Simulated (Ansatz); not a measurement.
**MoS2 in Ansatz: the effect of functional**

MoS2:

```xyz
3
Lattice="1.5641 0.9030 6.0324 -1.5641 0.9030 6.0324 0.0000 -1.8060 6.0324" Properties=species:S:1:pos:R:3 pbc="T T T"
Mo    0.0000    0.0000    0.0000
S     0.0000    0.0000    4.5243
S     0.0000    0.0000   13.5728
```

Measurements of this composition are mostly on another form, of space group No. 194.

The cell isn't the ideal one: volume scaled by 0.96.

Alike in all runs:

```yaml
Program: Ansatz 0.2.0
Task: single point
Potentials_or_basis: Ansatz PAW
k_mesh: 10 × 10 × 10
Occupations: fermi-dirac, width 0.05 eV
Spin: no spin polarisation
```

```tsv
functional	cutoff	pressure (GPa)	largest force (eV/Å)
LDA	420 eV (not typed: the program's choice for these potentials)	6.9	1.34
PBEsol	420 eV (not typed: the program's choice for these potentials)	9.9	1.53
r2SCAN	500 eV (not typed: the program's choice for these potentials)	?	?
```

What does the run with functional r2SCAN give?

Pressure 14.5 GPa; largest force 1.59 eV/Å.

Caveats: the cell's inner coordinates are idealised or old, which leaves forces on the atoms; the PAW data sets come from PBE, with cores solved anew for the run's functional, which leaves a small shift of forces and pressure.
